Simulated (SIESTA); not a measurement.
Crystal: FeO.

```
Fe O
1.0
     3.07799    0.00000    0.00000
    -0.25762    3.06719    0.00000
    -1.41018   -1.53359    2.26572
Fe O
1 1
Direct
  0.00000 0.00000 0.00000
  0.50000 0.50000 0.00000
```

The cell comes from a database or a generator and needn't be the stable form of this composition.

Base run:

| Item | Value |
| --- | --- |
| Program | SIESTA 5.4.2 |
| Functional | PBE |
| Potentials or basis | PseudoDojo 0.4 standard (PBE files) |
| Basis | DZP (energy shift 0.003 Ry; two zetas on semicore shells) |
| Grid cutoff | 800 Ry |
| Energy shift | 0.003 Ry |
| k mesh | 8 × 8 × 8 |
| Occupations | fermi-dirac, width 0.05 eV |
| Spin | collinear spin, ferromagnetic start |
| Starting moments | [3.0, 0.0] μB |
| Fixed moment | 4 μB |

Its results: pressure -8.3 GPa; site moments Fe +3.70; O +0.30 μB.

The run is repeated on the same cell with these changes: fixed moment from 4 μB to 3 μB. What comes out?

Pressure -17.4 GPa; site moments Fe +2.96; O +0.04 μB.

Caveats: short orbitals over semicore shells can move pressures by several GPa; the basis of atomic orbitals isn't converged, which shifts pressures, moduli and gaps; the total moment is fixed, so each spin has its own Fermi level; a cell with one magnetic atom can't hold antiferromagnetic order, which such compounds often take.
